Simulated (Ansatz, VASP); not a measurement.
# HgS6 in VASP and in Ansatz

```
CELL_PARAMETERS angstrom
6.28480 0.00000 0.00000
0.00000 6.28480 0.00000
0.00000 0.00000 6.28480
ATOMIC_POSITIONS crystal
Hg 0.00000 0.00000 0.00000
S 0.84692 0.50000 0.50000
S 0.15308 0.50000 0.50000
S 0.50000 0.50000 0.84692
S 0.50000 0.50000 0.15308
S 0.50000 0.15308 0.50000
S 0.50000 0.84692 0.50000
```

Change from the starting cell: species swapped into the YB6 type (Pm-3m, No. 221).

Alike in both runs: functional PBE; k mesh 6 × 6 × 6; occupations gaussian, width 0.1 eV; no spin polarisation.

Ansatz relaxed the structure, and its values are those at the end. VASP's run is a single point on that final structure, the one shown.

|  | VASP | Ansatz |
| --- | --- | --- |
| version | VASP 6.6.1 | Ansatz 0.2.0 |
| potentials or method | VASP PAW PBE potentials, release 64 (Hg, S) | scalar-relativistic, plane waves, PAW |
| plane-wave cutoff (eV) | 520 | 420 |
| valence electrons in the cell | 48 | 56 |

|  | VASP | Ansatz | Ansatz less VASP |
| --- | --- | --- | --- |
| gap on the k mesh at the Fermi level (eV) | none | none | - |
| pressure (GPa) | -0.3 | 0.0 | +0.28 |
| rms of the force components (eV/Å) | 0.123 | 0.003 | -0.1199 |

A gap of «none» marks a metal or a gap that the smearing closes. One of these differences is far larger than is usual between the two programs; its cause wasn't traced. The functional is the same, so the differences come from potentials, cutoffs and numerics. The two sets of potentials don't hold the same shells in valence.

The runs have no spin-orbit coupling, so splittings on Hg are missing.
